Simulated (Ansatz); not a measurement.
A calculation with Ansatz 0.2.0 of Zn (native input, structure typed inline):

input.yaml

```yaml
crystal:
  lattice:
    - [0.0, 1.964776, 1.964776]
    - [1.964776, 0.0, 1.964776]
    - [1.964776, 1.964776, 0.0]
  atoms:
    - { symbol: Zn, position: [0.0, 0.0, 0.0] }
hamiltonian:
  xc: lda
  pseudopotentials: { kind: paw, source: ansatz }
kpoints:
  mp_grid: { grid: [12, 12, 12] }
scf:
  occupations: { method: tetrahedron }
output:
  forces: true
  stress: true
  efg: {}
  write_density: true
  write_potential: true
  elf: true
  volumetric_format: npy
```

Potentials or basis: Ansatz PAW earlier set.

The run is started by

```console
$ ansatz run input.yaml --threads 2 --pin off --max-ram 5120MiB --backend cpu --events-out ev --progress --plain --runs-dir out
```

This isn't the form of Zn at room conditions, which is hcp.

Task: Write the same calculation in another form: ASE script, structure from a POSCAR.

Result: As run:

The input run.py:

```python
import json

import ase.io
import numpy as np

import ansatz as az

atoms = ase.io.read("POSCAR", format="vasp")

calculation = (
    az.Crystal.from_ase(atoms)
    .calculation()
    .kpoints(12, 12, 12)
    .functional("lda")
    .pseudopotentials(kind="paw", source="ansatz")
    .occupations(method="tetrahedron")
    .density()
    .potential()
    .output_files(volumetric_format="npy")
    .electron_localization_function()
    .electric_field_gradient()
    .forces()
    .stress()
)
outcome = calculation.run(threads=2, events_out="events.jsonl")

report = outcome.report
for line in open("events.jsonl"):
    event = json.loads(line)
    if event["event"] == "scf_iter":
        d = event["data"]
        print(f"SCF {d['iter']:3d}  HF = {d['harris_foulkes_ev']:.6f} eV  dr2 = {d['dr2_ev']:.2e} eV")
    elif event["event"] in ("relax_step", "md_step"):
        d = event["data"]
        print(f"{event['event']} {d['step']:3d}  E = {d['lagrangian_ev']:.6f} eV")
np.set_printoptions(precision=5, suppress=True, linewidth=110)
print("converged:", report["converged"], "after", report["n_iterations"], "iterations")
print(f"free energy {report['free_energy_ev']:.6f} eV, Fermi level {report['fermi_energy_ev']:.4f} eV")
for key in ("band_edges_ev", "magnetization_mub", "site_moments_mub", "site_moments_nc_mub", "forces_ev_ang",
                "stress_gpa", "kpoints_frac", "eigenvalues_ev"):
    if report.get(key) is not None:
        print(key, np.array(report[key]), sep="\n")
```

File POSCAR:

```
Zn
1.0
    0.0000000000      1.9647760000      1.9647760000
    1.9647760000      0.0000000000      1.9647760000
    1.9647760000      1.9647760000      0.0000000000
Zn
1
Direct
    0.0000000000      0.0000000000      0.0000000000
```

Potentials or basis: Ansatz PAW earlier set.

Command:

```console
$ python run.py
```

Both were run:

|  | native input, structure typed inline | ASE script, structure from a POSCAR |
| --- | --- | --- |
| Pressure | -9.3 GPa | -9.3 GPa |
| Band gap on the k mesh | none (metal or under the smearing width) | none (metal or under the smearing width) |

Keys that steer only the numerical path or the files written may differ.

Caveat: with tetrahedron occupations forces and stress needn't match the slope of the energy.
